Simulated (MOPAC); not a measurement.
# C4H10O (diethyl ether) at PM6-D3

What is the vertical ionisation energy of C4H10O (diethyl ether) at PM6-D3? 

The calculation is run with MOPAC 23.2.5.

10 further runs of the same task are left out: 10 set aside as unsound or not needed.

## (1) The molecule

C4H10O has 15 atoms, charge 0, and is taken as a singlet. As SMILES, `CCOCC`. Geometry: optimised at PM6-D3. This is one conformer, not always the lowest.

Bond lengths: C1–C2 1.519 Å, C2–O3 1.451 Å, O3–C4 1.438 Å, C4–C5 1.522 Å, C1–H6 1.099 Å, C1–H7 1.094 Å, C1–H8 1.098 Å, C2–H9 1.104 Å, C2–H10 1.103 Å, C4–H11 1.108 Å, C4–H12 1.104 Å, C5–H13 1.099 Å, C5–H14 1.095 Å, C5–H15 1.095 Å. Some angles: C1–C2–O3 103.8°, C2–O3–C4 115.0°, O3–C4–C5 112.0°, C1–C2–H9 112.4°, C1–C2–H10 112.5°, O3–C2–H9 108.4°, O3–C2–H10 109.6°, C2–C1–H6 110.7°, C2–C1–H7 111.7°, C2–C1–H8 111.0°.

## (2) The harmonic vibrations at PM6-D3

Contents of run.mop:

```
PM6-D3 SINGLET THERMO(200,600,200) FORCE THREADS=1 AUX(PRECISION=6)
job C4H10O

C     -0.168799 +1     1.544917 +1    -1.757714 +1
C      0.353895 +1     0.438323 +1    -0.857178 +1
O     -0.792792 +1     0.084468 +1    -0.041757 +1
C     -0.634355 +1    -1.108313 +1     0.745904 +1
C      0.387975 +1    -0.923980 +1     1.858839 +1
H     -0.586264 +1     2.367067 +1    -1.159777 +1
H      0.619317 +1     1.949746 +1    -2.399287 +1
H     -0.984734 +1     1.180408 +1    -2.395540 +1
H      1.161965 +1     0.785666 +1    -0.190238 +1
H      0.690409 +1    -0.445342 +1    -1.425627 +1
H     -1.660494 +1    -1.235476 +1     1.144177 +1
H     -0.383581 +1    -1.958863 +1     0.088578 +1
H      0.250579 +1     0.051121 +1     2.346187 +1
H      1.416112 +1    -0.956843 +1     1.484321 +1
H      0.288370 +1    -1.697884 +1     2.627099 +1
```

Run with:

```console
mopac run.mop
```

run.out (excerpt; [...] marks lines left out):

```text
MOPAC v23.2.5
PM6-D3 CALCULATION RESULTS
[...]
           Empirical Formula: C4 H10 O  =    15 atoms
      MOLECULAR POINT GROUP   :   C1
[...]
 DIPOLE           X         Y         Z       TOTAL
 POINT-CHG.     1.106    -1.334     0.257     1.752
 HYBRID        -0.061     0.042    -0.128     0.148
 SUM            1.045    -1.293     0.128     1.667
          GRADIENT NORM =   0.09603
[...]
          ZERO POINT ENERGY      77.444 KCAL/MOL
[...]
 FREQUENCY            37.56         C  1 -- C  2         +22.4% (999.0%)      0.0%
[...]
 FREQUENCY           102.21         C  1 -- H  7         +17.9% (433.9%)      0.2%
[...]
 FREQUENCY          2715.94         C  2 -- H  9         +43.3% ( 65.2%)     96.8%
[...]
 FREQUENCY          2722.44         C  4 -- H 11         +61.1% ( 77.3%)     98.1%
[...]
 FREQUENCY          2788.66         C  1 -- H  8         +30.5% ( 53.2%)     95.8%
[...]
 FREQUENCY          2790.16         C  5 -- H 14         +30.3% ( 53.0%)     95.9%
[...]
   TEMP. (K)   PARTITION FUNCTION   H.O.F.    ENTHALPY  HEAT CAPACITY ENTROPY
                                   KCAL/MOL   CAL/MOLE    CAL/K/MOL  CAL/K/MOL
 298.00  VIB.     0.1398D+03                  2815.9452    17.9571    19.2661
         ROT.     0.9772D+05                   888.2803     2.9808    25.8136
         INT.     0.1366D+08                  3704.2255    20.9379    45.0797
         TRA.     0.6169D+27                  1480.4672     4.9680    38.8232
         TOT.                      -62.933    5184.6926    25.9059    83.9028
 200.00  VIB.     0.2787D+02                  1368.6503    11.9714    13.4559
         ROT.     0.5373D+05                   596.1613     2.9808    24.6249
[...]
           FORCE CONSTANT IN CARTESIAN COORDINATES (Millidynes/A)
    ATOM   CHEMICAL       X               Y               Z
   NUMBER   SYMBOL  FORCE CONSTANT  FORCE CONSTANT  FORCE CONSTANT
      1       C        7.312524        6.515228        6.223942
      2       C        7.702988        6.596594        6.373989
      3       O        6.249390        6.118521        1.116427
      4       C        6.766213        6.905090        6.871380
      5       C        6.807892        6.442982        6.743607
      6       H        1.193031        1.485518        2.685676
      7       H        1.217295        3.610933        0.520502
      8       H        1.200332        1.205754        2.960832
      9       H        1.266728        1.383217        2.862736
     10       H        1.259289        1.450862        2.794702
[...]
 * JOB ENDED NORMALLY *
[...]
```

Run time: 0.18 s. Hardware: 1 thread of Arm Neoverse V2, shared host.

## (3) The doublet cation: a single-point energy at PM6-D3

Contents of job.mop:

```
PM6-D3 1SCF CHARGE=1 DOUBLET DISP AUX(PRECISION=9) THREADS=1
C4H10O

C     -0.168799 1     1.544917 1    -1.757714 1
C      0.353895 1     0.438323 1    -0.857178 1
O     -0.792792 1     0.084468 1    -0.041757 1
C     -0.634355 1    -1.108313 1     0.745904 1
C      0.387975 1    -0.923980 1     1.858839 1
H     -0.586264 1     2.367067 1    -1.159777 1
H      0.619317 1     1.949746 1    -2.399287 1
H     -0.984734 1     1.180408 1    -2.395540 1
H      1.161965 1     0.785666 1    -0.190238 1
H      0.690409 1    -0.445342 1    -1.425627 1
H     -1.660494 1    -1.235476 1     1.144177 1
H     -0.383581 1    -1.958863 1     0.088578 1
H      0.250579 1     0.051121 1     2.346187 1
H      1.416112 1    -0.956843 1     1.484321 1
H      0.288370 1    -1.697884 1     2.627099 1
```

Run with:

```console
mopac job.mop
```

job.out (excerpt; [...] marks lines left out):

```text
MOPAC v23.2.5
PM6-D3 CALCULATION RESULTS
[...]
           Empirical Formula: C4 H10 O  =    15 atoms
      MOLECULAR POINT GROUP   :   C1
[...]
     SCF FIELD WAS ACHIEVED
[...]
                              SUM =        146.86882 KCAL/MOL = FINAL HEAT OF FORMATION
          TOTAL ENERGY            =       -908.72913 EV
          ELECTRONIC ENERGY       =      -3565.76701 EV
          CORE-CORE REPULSION     =       2657.03789 EV
          COSMO AREA              =        127.28 SQUARE ANGSTROMS
          COSMO VOLUME            =        112.65 CUBIC ANGSTROMS
          IONIZATION POTENTIAL    =         17.316431 EV
          ALPHA SOMO LUMO (EV)    =        -17.392 -5.354
          BETA  SOMO LUMO (EV)    =        -17.316 -8.501
          NO. OF ALPHA ELECTRONS  =         16
          NO. OF BETA  ELECTRONS  =         15
          MOLECULAR WEIGHT        =         74.1224         POINT GROUP:  C1
[...]
              NET ATOMIC CHARGES AND DIPOLE CONTRIBUTIONS
  ATOM NO.   TYPE          CHARGE      No. of ELECS.   s-Pop       p-Pop
    1          C          -0.489395        4.4894     1.08936     3.40004
    2          C          -0.131808        4.1318     1.13497     2.99683
    3          O           0.205774        5.7942     1.89253     3.90169
    4          C          -0.158740        4.1587     1.13278     3.02596
    5          C          -0.467801        4.4678     1.09072     3.37708
    6          H           0.195364        0.8046     0.80464
    7          H           0.213830        0.7862     0.78617
    8          H           0.194654        0.8053     0.80535
    9          H           0.221052        0.7789     0.77895
   10          H           0.206404        0.7936     0.79360
   11          H           0.209026        0.7910     0.79097
   12          H           0.207366        0.7926     0.79263
[...]
 DIPOLE           X         Y         Z       TOTAL
 POINT-CHG.     0.635    -1.009    -0.008     1.193
 HYBRID        -0.171    -0.010    -0.009     0.171
 SUM            0.465    -1.020    -0.017     1.121
[...]
                    (S**2)  =    0.772884
[...]
 * JOB ENDED NORMALLY *
[...]
```

Wall time 0.04 s (1 thread of Arm Neoverse V2, shared host).

## (4) Outcome

Level: PM6-D3.

| quantity | value |
| --- | --- |
| run 2, PM6-D3: heat of formation | -62.9 kcal/mol |
| run 2, PM6-D3: lowest harmonic wavenumber | 38 cm⁻¹ |
| run 2, PM6-D3: highest harmonic wavenumber | 2790 cm⁻¹ |
| run 2, PM6-D3: zero-point energy | 324.0 kJ/mol |
| doublet cation: total energy | -33.39518 Eh |
| doublet cation: HOMO energy (over α and β) | -17.32 eV |
| doublet cation: LUMO energy (over α and β) | -8.50 eV |
| doublet cation: dispersion energy | -11.91 kJ/mol |
| doublet cation: heat of formation | 146.9 kcal/mol |
| doublet cation: ⟨S²⟩ | 0.773 |
| vertical ionisation energy (to the doublet cation) | 9.098 eV |

In words: Removing an electron at fixed nuclei costs 9.10 eV (878 kJ/mol). All 39 modes (run 2, PM6-D3) are real, so the shape is a minimum at this level.
